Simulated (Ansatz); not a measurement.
Runs of Ansatz 0.2.0 on La2O3. Symmetry: P-3m1, No. 164, trigonal system. Conventional cell: a = 3.931 Å, b = 3.931 Å, c = 6.112 Å, α = 90.00°, β = 90.00°, γ = 120.00°. Around La (site symmetry 3m) lie 4 O at 2.36 to 2.44 Å. Around O (site symmetry -3m) lie 6 La at 2.72 Å. Around O (site symmetry 3m) lie 4 La at 2.36 to 2.44 Å. The cell is a database's computed one.

```csv
task,potentials or basis,spin,k mesh,cutoff (eV),smearing,gap on the mesh (eV),pressure (GPa),largest force (eV/Å)
band structure,"all-electron LAPW, relativistic spinors","SOC, no magnetisation",6 × 6 × 4,259,fermi-dirac 0.05 eV,(a),1.9,0.01
single point,"all-electron LAPW, scalar-relativistic",off,5 × 5 × 3,259,fermi-dirac 0.04 eV,4.02,1.9,0.02
phonons,"all-electron LAPW, scalar-relativistic",off,8 × 8 × 5,279,fermi-dirac 0.05 eV,3.88,-,0.02
projected density of states,"all-electron LAPW, scalar-relativistic",off,8 × 8 × 5,259,fermi-dirac 0.05 eV,3.88,1.9,0.02
```

Alike in all rows: level PBE; cell as given; basis error allowed 0.002 eV/atom.

Fill in the values left out.

(a) 3.83.

Caveats: spin-orbit coupling is left out, which moves the levels of the heavy elements (some runs); an odd mesh through Γ misses points on the zone boundary, where band edges often lie (some runs).

A k mesh can miss the band edges, and rows without SOC leave out spin-orbit coupling on La.
